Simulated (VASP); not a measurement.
Write the native input for VASP 6.6.1 that does the following.

```yaml
Task: band structure
Functional: TB-mBJ
Potentials_or_basis: VASP PAW PBE potentials, release 64 (Se, Li_sv)
Cutoff: 520 eV
k_mesh: 8 × 8 × 8
Occupations: fermi-dirac, width 0.05 eV
Spin: no spin polarisation
Further_INCAR_settings: ALGO = Normal; EDIFF = 1e-06; NBANDS = 13
```

Crystal: Li2Se.

```xyz
3
Lattice="0.0000 3.0025 3.0025 3.0025 0.0000 3.0025 3.0025 3.0025 0.0000" Properties=species:S:1:pos:R:3 pbc="T T T"
Se    0.0000    0.0000    0.0000
Li    4.5038    4.5038    4.5038
Li    1.5012    1.5012    1.5012
```

The input as run:

POSCAR

```
Li2Se
1.0
    0.0000000000      3.0025000000      3.0025000000
    3.0025000000      0.0000000000      3.0025000000
    3.0025000000      3.0025000000      0.0000000000
Se Li
1 2
Direct
    0.0000000000      0.0000000000      0.0000000000
    0.7500000000      0.7500000000      0.7500000000
    0.2500000000      0.2500000000      0.2500000000
```

INCAR.step1

```
PREC = Accurate
ENCUT = 520
EDIFF = 1E-5
ISMEAR = -1
SIGMA = 0.05
LREAL = F
LASPH = T
NELM = 100
ALGO = Normal
ISIF = 2
LWAVE = T
LCHARG = F
NBANDS = 13
GGA = PE
```

INCAR.step2

```
PREC = Accurate
ENCUT = 520
EDIFF = 1E-6
ISMEAR = -1
SIGMA = 0.05
LREAL = F
LASPH = T
NELM = 100
ALGO = Normal
ISIF = 2
LWAVE = F
LCHARG = F
METAGGA = MBJ
NBANDS = 13
ISTART = 1
```

KPOINTS

```
Automatic mesh
0
Gamma
  8 8 8
```

KPOINTS_OPT

```
path GXWKGLUWLK,UX
20
line-mode
reciprocal
 0.0000000000  0.0000000000  0.0000000000  G
 0.5000000000  0.0000000000  0.5000000000  X

 0.5000000000  0.0000000000  0.5000000000  X
 0.5000000000  0.2500000000  0.7500000000  W

 0.5000000000  0.2500000000  0.7500000000  W
 0.3750000000  0.3750000000  0.7500000000  K

 0.3750000000  0.3750000000  0.7500000000  K
 0.0000000000  0.0000000000  0.0000000000  G

 0.0000000000  0.0000000000  0.0000000000  G
 0.5000000000  0.5000000000  0.5000000000  L

 0.5000000000  0.5000000000  0.5000000000  L
 0.6250000000  0.2500000000  0.6250000000  U

 0.6250000000  0.2500000000  0.6250000000  U
 0.5000000000  0.2500000000  0.7500000000  W

 0.5000000000  0.2500000000  0.7500000000  W
 0.5000000000  0.5000000000  0.5000000000  L

 0.5000000000  0.5000000000  0.5000000000  L
 0.3750000000  0.3750000000  0.7500000000  K

 0.6250000000  0.2500000000  0.6250000000  U
 0.5000000000  0.0000000000  0.5000000000  X
```

Potentials or basis: VASP PAW PBE potentials, release 64 (Se, Li_sv).

Command:

```bash
$ cat potpaw_PBE.64/Se/POTCAR potpaw_PBE.64/Li_sv/POTCAR > POTCAR
$ cp INCAR.step1 INCAR
$ mpirun -np 1 vasp_std > vasp.out
$ cp INCAR.step2 INCAR
$ mpirun -np 1 vasp_std > vasp.out
```

Results of the run:

The band gap on the k mesh is 4.18 eV, indirect (least direct gap 4.75 eV) and the band gap along the path is 4.18 eV, indirect (least direct gap 4.75 eV).

Run time: 3.2 min on 1 thread of Intel(R) Xeon(R) Platinum 8259CL CPU @ 2.50GHz (Skylake/Cascade Lake) (shared host), peak memory 0.2 GiB.
